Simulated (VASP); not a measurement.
**A VASP 6.6.1 single-point calculation on LiBr**

INCAR

```
LCHARG = .FALSE.
LREAL = .FALSE.
NELMDL = -12
ISMEAR = -1
NBANDS = 12
GGA = AM
ENCUT = 520
NELM = 120
IBRION = -1
NSW = 0
ISIF = 2
PREC = Accurate
LASPH = .TRUE.
LWAVE = .FALSE.
SIGMA = 0.02
EDIFF = 1E-7
```

KPOINTS

```
KPOINTS created by Atomic Simulation Environment
0
Monkhorst-Pack
8 8 8
0 0 0
```

POSCAR

```
Li Br
 1.0000000000000000
     0.0000000000000000    2.7395650468000001    2.7395650468000001
     2.8080541728999999    0.0000000000000000    2.7395650468000001
     2.8080541728999999    2.7395650468000001    0.0000000000000000
 Li  Br
   1   1
Cartesian
  0.0000000000000000  0.0000000000000000  0.0000000000000000
  2.8080541728999999  2.7395650468000001  2.7395650468000001
```

The recommended PBE PAW datasets give the neutral cell 10 valence electrons.

Command

```
mpirun -np 1 vasp_std
```

OSZICAR

```
N       E                     dE             d eps       ncg     rms          rms(c)
DAV:   1     0.400764721795E+02    0.40076E+02   -0.38008E+03  3456   0.747E+02
DAV:   2    -0.400280096915E+01   -0.44079E+02   -0.42163E+02  4344   0.133E+02
DAV:   3    -0.657049440885E+01   -0.25677E+01   -0.25605E+01  4624   0.332E+01
DAV:   4    -0.663345708165E+01   -0.62963E-01   -0.62943E-01  4724   0.514E+00
DAV:   5    -0.663425708804E+01   -0.80001E-03   -0.80000E-03  4624   0.523E-01
DAV:   6    -0.663427089559E+01   -0.13808E-04   -0.13808E-04  4800   0.570E-02
DAV:   7    -0.663427117976E+01   -0.28417E-06   -0.28415E-06  4612   0.518E-03
DAV:   8    -0.663427119388E+01   -0.14126E-07   -0.14154E-07  3248   0.698E-04
DAV:   9    -0.663427119479E+01   -0.90677E-09   -0.88157E-09  2960   0.209E-04
DAV:  10    -0.663427119486E+01   -0.72419E-10   -0.68046E-10  2372   0.970E-05
DAV:  11    -0.663427119488E+01   -0.17508E-10   -0.14451E-10  2276   0.555E-05
DAV:  12    -0.663427119486E+01    0.17394E-10   -0.58212E-11  2096   0.347E-05    0.203E+00
DAV:  13    -0.659763140887E+01    0.36640E-01   -0.69777E-02  4072   0.123E+00    0.119E+00
DAV:  14    -0.659916526784E+01   -0.15339E-02   -0.43494E-02  5028   0.108E+00    0.415E-01
DAV:  15    -0.660184890286E+01   -0.26836E-02   -0.50091E-03  4184   0.453E-01    0.512E-02
DAV:  16    -0.660188475632E+01   -0.35853E-04   -0.17019E-04  4212   0.933E-02    0.259E-02
DAV:  17    -0.660192987809E+01   -0.45122E-04   -0.73187E-05  4184   0.567E-02    0.119E-02
DAV:  18    -0.660193062140E+01   -0.74331E-06   -0.58053E-06  4428   0.150E-02    0.399E-03
DAV:  19    -0.660193075403E+01   -0.13263E-06   -0.68324E-07  3992   0.575E-03    0.768E-04
DAV:  20    -0.660193072192E+01    0.32106E-07   -0.49459E-08  3220   0.147E-03
   1 F= -.66019307E+01 E0= -.66019307E+01  d E =-.208781E-11
```

Standard output (part)

```
POSCAR found type information on POSCAR LiBr
 POSCAR found :  2 types and       2 ions
 LDA part: xc-table for (Slater+PW92), standard interpolation
 POSCAR, INCAR and KPOINTS ok, starting setup
 WAVECAR not read
 entering main loop
```

From OUTCAR

```
k-points           NKPTS =    144   k-points in BZ     NKDIM =    144   number of bands    NBANDS=     12

   NELECT =      10.0000    total number of electrons

   dimension x,y,z NGX =    30 NGY =   30 NGZ =   30
   dimension x,y,z NGXF=    60 NGYF=   60 NGZF=   60

  energy-cutoff  :      520.00
  volume of cell :       42.15
      direct lattice vectors                 reciprocal lattice vectors
     0.000000000  2.739565047  2.739565047    -0.178059243  0.182510724  0.182510724
     2.808054173  0.000000000  2.739565047     0.178059243 -0.182510724  0.182510724
     2.808054173  2.739565047  0.000000000     0.178059243  0.182510724 -0.182510724

 k-points in reciprocal lattice and weights: KPOINTS created by Atomic Simulation Env
   0.06250000  0.06250000  0.06250000       0.004
   0.18750000  0.06250000  0.06250000       0.004
   0.31250000  0.06250000  0.06250000       0.004
   0.43750000  0.06250000  0.06250000       0.004
  -0.43750000  0.06250000  0.06250000       0.004
  -0.31250000  0.06250000  0.06250000       0.004
  -0.18750000  0.06250000  0.06250000       0.004
  -0.06250000  0.06250000  0.06250000       0.004
   ...

 E-fermi :   0.6828

 k-point     1 :       0.0625    0.0625    0.0625
  band No.  band energies     occupation
      1     -43.3205      2.00000
      2     -13.1492      2.00000
      3       0.0553      2.00000
      4       0.1922      2.00000
      5       0.2372      2.00000
      6       5.2503      0.00000
      7      10.3836      0.00000
      8      10.6398      0.00000
      9      10.7823      0.00000
     10      11.7801      0.00000
     11      12.0575      0.00000
     12      12.6042      0.00000

 k-point     2 :       0.1875    0.0625    0.0625
  band No.  band energies     occupation
      1     -43.3203      2.00000
      2     -13.0684      2.00000
      3      -0.5935      2.00000
      4       0.0657      2.00000
      5       0.2072      2.00000
      6       5.8674      0.00000
      7       9.6311      0.00000
      8      10.2679      0.00000
      9      10.3783      0.00000
     10      11.2254      0.00000
     11      12.2671      0.00000
     12      12.8409      0.00000

 k-point     3 :       0.3125    0.0625    0.0625
  band No.  band energies     occupation
      1     -43.3198      2.00000
      2     -12.9057      2.00000
      3      -1.6080      2.00000
      4      -0.1084      2.00000
      5       0.1427      2.00000
      6       6.2757      0.00000
      7       9.1776      0.00000
      8       9.2045      0.00000
      9       9.9285      0.00000
     10      12.3417      0.00000
     11      13.1279      0.00000
     12      13.6988      0.00000

 k-point     4 :       0.4375    0.0625    0.0625
  band No.  band energies     occupation
      1     -43.3195      2.00000
      2     -12.7505      2.00000
      3      -2.3658      2.00000
      4      -0.2023      2.00000
      5       0.0413      2.00000
      6       6.0706      0.00000
      7       8.4879      0.00000
      8       8.5876      0.00000
      9      11.1663      0.00000
     10      13.7607      0.00000
     11      14.0808      0.00000
     12      15.5251      0.00000

 ...

  Total       -0.2737762     -0.1258266     -0.1258266     -0.0000000      0.0000000     -0.0000000
  in kB      -10.4065692     -4.7828236     -4.7828236     -0.0000000      0.0000000     -0.0000000
  external PRESSURE =      -6.6574055 kB  Pullay stress =       0.0000000 kB

 POSITION                                       TOTAL-FORCE (eV/Angst)
 -----------------------------------------------------------------------------------
      0.00000      0.00000      0.00000        -0.000000     -0.000000      0.000000
      2.80805      2.73957      2.73957         0.000000      0.000000     -0.000000
 -----------------------------------------------------------------------------------
    total drift:                               -0.000000     -0.000000      0.000000

  FREE ENERGIE OF THE ION-ELECTRON SYSTEM (eV)
  ---------------------------------------------------
  free  energy   TOTEN  =        -6.6019307219 eV

  energy  without entropy=       -6.6019307219  energy(sigma->0) =       -6.60193072
```

It converged. Results: gap between bands v and c on the k mesh 5.01 eV; least direct gap on the k mesh 5.01 eV; pressure -0.7 GPa. Band v is the last that the valence electrons fill when counted band by band, and c is the next.

The shifted mesh misses Γ, so a band edge there is missed.

For comparison, a separate PBE run of the intended cell, on usual settings and not on those above, gives a gap of 4.85 eV on its mesh and a pressure of -0.2 GPa.

The run above took about 79 s on one core of a shared host (Intel Xeon Platinum 8488C) and held 0.21 GiB at most.
